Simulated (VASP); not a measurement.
**A VASP 6.6.1 relaxation on CdTe**

INCAR

```
LMAXMIX = 4
NSW = 40
LCHARG = .FALSE.
LWAVE = .FALSE.
PREC = Accurate
ISMEAR = -1
EDIFFG = -5E-3
LDAU = .TRUE.
NELM = 88
ENCUT = 600
LDAUU = 1.0 0
NBANDS = 16
LDAUTYPE = 2
SIGMA = 0.02
GGA = PS
EDIFF = 1E-7
LASPH = .TRUE.
ISIF = 3
LDAUJ = 0 0
LREAL = .FALSE.
IBRION = 2
LDAUL = 2 -1
```

KPOINTS

```
KPOINTS created by Atomic Simulation Environment
0
Gamma
6 6 6
0 0 0
```

POSCAR

```
Cd Te
 1.0000000000000000
     0.0000000000000000    3.0655637050651565    3.0655637050651565
     3.0655637050651565    0.0000000000000000    3.0655637050651565
     3.0655637050651565    3.0655637050651565    0.0000000000000000
 Cd  Te
   1   1
Cartesian
  0.0000000000000000  0.0000000000000000  0.0000000000000000
  3.0655637050651565  3.0655637050651565  3.0655637050651565
```

The recommended PBE PAW datasets give the neutral cell 18 valence electrons.

Command

```
mpirun -np 1 vasp_std
```

OSZICAR

```
N       E                     dE             d eps       ncg     rms          rms(c)
DAV:   1     0.103649519583E+03    0.10365E+03   -0.92018E+03   536   0.111E+03
DAV:   2    -0.169439938109E+01   -0.10534E+03   -0.99792E+02   624   0.250E+02
DAV:   3    -0.524499574520E+01   -0.35506E+01   -0.35016E+01   624   0.467E+01
DAV:   4    -0.526828091433E+01   -0.23285E-01   -0.23283E-01   728   0.358E+00
DAV:   5    -0.526847611826E+01   -0.19520E-03   -0.19520E-03   632   0.252E-01    0.545E+00
DAV:   6    -0.500310549199E+01    0.26537E+00   -0.45928E-01   584   0.798E+00    0.447E+00
DAV:   7    -0.498628048351E+01    0.16825E-01   -0.92259E-02   560   0.211E+00    0.176E+00
DAV:   8    -0.498550473037E+01    0.77575E-03   -0.14582E-02   568   0.144E+00    0.512E-01
DAV:   9    -0.498510064262E+01    0.40409E-03   -0.26607E-03   608   0.608E-01    0.723E-02
DAV:  10    -0.498497913710E+01    0.12151E-03   -0.32402E-04   560   0.211E-01    0.517E-02
...
       N       E                     dE             d eps       ncg     rms          rms(c)
DAV:   1    -0.505721563726E+01   -0.41963E-01   -0.76919E-01   608   0.989E+00    0.149E+00
DAV:   2    -0.502205504610E+01    0.35161E-01   -0.79852E-02   576   0.393E+00    0.507E-01
DAV:   3    -0.501813901435E+01    0.39160E-02   -0.76715E-03   592   0.918E-01    0.420E-01
DAV:   4    -0.501765525620E+01    0.48376E-03   -0.62511E-04   536   0.189E-01    0.954E-02
DAV:   5    -0.501763162241E+01    0.23634E-04   -0.55421E-05   544   0.891E-02    0.370E-02
DAV:   6    -0.501763312311E+01   -0.15007E-05   -0.17641E-05   576   0.472E-02    0.882E-03
DAV:   7    -0.501763285729E+01    0.26582E-06   -0.14984E-06   608   0.146E-02    0.222E-03
DAV:   8    -0.501763291544E+01   -0.58159E-07   -0.13755E-07   328   0.367E-03
   3 F= -.50176329E+01 E0= -.50167756E+01  d E =-.326470E-01
```

Standard output (part)

```
POSCAR found type information on POSCAR CdTe
 POSCAR found :  2 types and       2 ions
 LDA part: xc-table for (Slater+PW92), standard interpolation
 POSCAR, INCAR and KPOINTS ok, starting setup
 WAVECAR not read
 entering main loop
 curvature:   0.00 expect dE= 0.000E+00 dE for cont linesearch  0.000E+00
 search vector abs. value=  0.787E-01
 bond charge predicted
 trial-energy change:   -0.030267  1 .order   -0.027781   -0.078656    0.023094
 bond charge predicted
 curvature:  -0.38 expect dE=-0.104E-07 dE for cont linesearch -0.104E-07
 search vector abs. value=  0.274E-07
 reached required accuracy - stopping structural energy minimisation
```

From OUTCAR

```
k-points           NKPTS =     16   k-points in BZ     NKDIM =     16   number of bands    NBANDS=     16

   NELECT =      18.0000    total number of electrons

   dimension x,y,z NGX =    36 NGY =   36 NGZ =   36
   dimension x,y,z NGXF=    72 NGYF=   72 NGZF=   72

  energy-cutoff  :      600.00
  volume of cell :       54.22
      direct lattice vectors                 reciprocal lattice vectors
     0.000000000  3.004138360  3.004138360    -0.166437075  0.166437075  0.166437075
     3.004138360 -0.000000000  3.004138360     0.166437075 -0.166437075  0.166437075
     3.004138360  3.004138360 -0.000000000     0.166437075  0.166437075 -0.166437075

 k-points in reciprocal lattice and weights: KPOINTS created by Atomic Simulation Env
   0.00000000  0.00000000  0.00000000       0.005
   0.16666667  0.00000000  0.00000000       0.037
   0.33333333  0.00000000  0.00000000       0.037
   0.50000000  0.00000000  0.00000000       0.019
   0.16666667  0.16666667  0.00000000       0.028
   0.33333333  0.16666667  0.00000000       0.111
   0.50000000  0.16666667  0.00000000       0.111
  -0.33333333  0.16666667  0.00000000       0.111
   ...

 E-fermi :   4.3409

 k-point     1 :       0.0000    0.0000    0.0000
  band No.  band energies     occupation
      1      -7.6255      2.00000
      2      -4.4925      2.00000
      3      -4.4925      2.00000
      4      -4.4387      2.00000
      5      -4.4387      2.00000
      6      -4.4387      2.00000
      7       3.7992      2.00000
      8       3.7992      2.00000
      9       3.7992      2.00000
     10       4.7842      0.00000
     11      11.3315      0.00000
     12      11.3315      0.00000
     13      11.3315      0.00000
     14      12.1046      0.00000
     15      12.1046      0.00000
     16      12.1046      0.00000

 k-point     2 :       0.1667    0.0000    0.0000
  band No.  band energies     occupation
      1      -7.3888      2.00000
      2      -4.5302      2.00000
      3      -4.5302      2.00000
      4      -4.4490      2.00000
      5      -4.4186      2.00000
      6      -4.4186      2.00000
      7       1.7484      2.00000
      8       3.8869      2.00000
      9       3.8869      2.00000
     10       6.5103      0.00000
     11       9.9958      0.00000
     12      10.3862      0.00000
     13      10.3862      0.00000
     14      11.7682      0.00000
     15      12.1027      0.00000
     16      12.1027      0.00000

 k-point     3 :       0.3333    0.0000    0.0000
  band No.  band energies     occupation
      1      -6.8028      2.00000
      2      -4.6104      2.00000
      3      -4.6104      2.00000
      4      -4.4854      2.00000
      5      -4.3713      2.00000
      6      -4.3713      2.00000
      7      -0.2988      2.00000
      8       4.1079      1.99998
      9       4.1079      1.99998
     10       7.0707      0.00000
     11       8.8298      0.00000
     12       8.8298      0.00000
     13       9.4044      0.00000
     14      12.6371      0.00000
     15      13.6509      0.00000
     16      13.6509      0.00000

 ...

  Total        0.0006143      0.0006143      0.0006143      0.0000000     -0.0000000     -0.0000000
  in kB        0.0181496      0.0181496      0.0181496      0.0000000     -0.0000000     -0.0000000
  external PRESSURE =       0.0181496 kB  Pullay stress =       0.0000000 kB

 POSITION                                       TOTAL-FORCE (eV/Angst)
 -----------------------------------------------------------------------------------
      0.00000      0.00000      0.00000         0.000000      0.000000     -0.000000
      3.00414      3.00414      3.00414        -0.000000     -0.000000      0.000000
 -----------------------------------------------------------------------------------
    total drift:                               -0.000000      0.000000      0.000000

  FREE ENERGIE OF THE ION-ELECTRON SYSTEM (eV)
  ---------------------------------------------------
  free  energy   TOTEN  =        -5.0176329154 eV

  energy  without entropy=       -5.0159182366  energy(sigma->0) =       -5.01677558
```

```
ionic step  ΔE (meV/atom)  volume (Å³)  largest force (eV/Å)  pressure (GPa)  electronic steps
         1            0.0        57.62                 0.000           -2.90                15
         2          -15.1        53.38                 0.000            0.92                10
         3          -16.3        54.22                 0.000            0.00                 8
```

It converged. Results: relaxed cell vector lengths 4.248, 4.248, 4.248 Å; relaxed cell volume 54.22 Å³.

For comparison, a separate PBEsol relaxation on usual settings, not on those above, ends at 54.25 Å³.

The run above took about 52 s on one core of a shared host (Intel Xeon Platinum 8488C) and held 0.21 GiB at most.
